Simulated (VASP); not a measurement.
# CdS, energy along a vibration (SMASS = -2): which settings are enough?

CdS, Fm-3m (no. 225), atoms displaced along the mode, 2 atoms in the cell. LDA, energy along a line of displacements; PAW potentials Cd, S (LDA set). VASP 6.6.1.

Wanted: harmonic frequency within 1 %.

Space group without the displacement: Fm-3m (no. 225); Mode: optical mode at Gamma along x.

POSCAR of the starting run:
```
CdS
1.0
    0.0000000000      2.7532440000      2.7532440000
    2.7532440000      0.0000000000      2.7532440000
    2.7532440000      2.7532440000      0.0000000000
Cd S
1 1
Direct
    0.0032239560     -0.0032239560     -0.0032239560
    0.4886956396      0.5113043604      0.5113043604

    0.0044381688   0.0000000000   0.0000000000
   -0.0155618312   0.0000000000   0.0000000000
```

The series start from k mesh: 5 × 5 × 5; Cutoff (eV): 360; Step along the mode (Å): 0.02; Electronic threshold (eV): 1e-7. Each series keeps the choices made before it, and each single choice may use up half of a tolerance.

## k mesh

| k mesh | Harmonic frequency (THz) | Time (s) |
|---|---|---|
| 2 × 2 × 2 | 3.014 | 13 |
| 3 × 3 × 3 | 2.391 | 13 |
| 4 × 4 × 4 | 3.181 | 26 |
| 5 × 5 × 5 | 2.698 | 36 |
| 6 × 6 × 6 | 2.979 | 62 |
| 8 × 8 × 8 (reference) | 2.905 | 136 |

## Cutoff (eV)

| Cutoff (eV) | Harmonic frequency (THz) | Time (s) |
|---|---|---|
| 200 | 1.596 | 69 |
| 240 | 3.043 | 96 |
| 280 | 3.011 | 112 |
| 320 | 2.932 | 97 |
| 360 | 2.905 | 136 |
| 420 (reference) | 2.872 | 339 |

## Electronic threshold (eV)

| Electronic threshold (eV) | Harmonic frequency (THz) | Time (s) |
|---|---|---|
| 0.001 | 2.867 | 115 |
| 0.0001 | 2.866 | 184 |
| 1e-5 | 2.867 | 229 |
| 1e-6 | 2.866 | 267 |
| 1e-7 | 2.866 | 262 |
| 1e-8 (reference) | 2.866 | 269 |

## Question

The rows run from the loosest to the tightest. For each series: choose the loosest value from which every tighter one stays within half of the tolerance.

## Answer

- k mesh: 8 × 8 × 8, the tightest run, since the next looser one is off by more than half of the tolerance (convergence isn't shown beyond it)
- Cutoff (eV): 420, the tightest run, since the next looser one is off by more than half of the tolerance (convergence isn't shown beyond it)
- Electronic threshold (eV): 0.001

Also changed on the way, by series that aren't shown: Step along the mode (Å): 0.04.

## All choices together

| Input | Harmonic frequency (THz) | Time (s) |
|---|---|---|
| defaults on a coarse mesh (naive) | 2.554 | 3.1 |
| chosen settings | 2.867 | 115 |
| reference settings throughout | 2.877 | 333 |

The chosen settings stay within the tolerance of the reference run, but the reference itself isn't shown to be converged in: k mesh, Cutoff (eV).

## The input

INCAR:
```
SYSTEM = CdS
GGA = CA
PREC = Accurate
ENCUT = 420
EDIFF = 0.001
ALGO = Normal
LREAL = .FALSE.
LASPH = .TRUE.
ISMEAR = 0
SIGMA = 0.03
ISYM = 0
LWAVE = .FALSE.
LCHARG = .FALSE.
IBRION = 0
SMASS = -2
POTIM = 1
NSW = 9
NELMIN = 4
IWAVPR = 11
KPAR = 2
```

KPOINTS:
```
Automatic mesh
0
Gamma
  8 8 8
  0 0 0
```

POSCAR:
```
CdS
1.0
    0.0000000000      2.7532440000      2.7532440000
    2.7532440000      0.0000000000      2.7532440000
    2.7532440000      2.7532440000      0.0000000000
Cd S
1 1
Direct
    0.0064479121     -0.0064479121     -0.0064479121
    0.4773912792      0.5226087208      0.5226087208

    0.0088763376   0.0000000000   0.0000000000
   -0.0311236624   0.0000000000   0.0000000000
```

Commands:
```
cat potpaw_LDA.64/Cd/POTCAR potpaw_LDA.64/S/POTCAR > POTCAR
mpirun -np 2 vasp_std > vasp.out
```

Limits: NELMIN = 4 forces that many electronic steps, so a loose EDIFF looks better here than it is.

The chosen input took VASP 6.6.1 115 s on 2 cores (Intel Xeon Platinum 8488C (Sapphire Rapids)), a shared host.
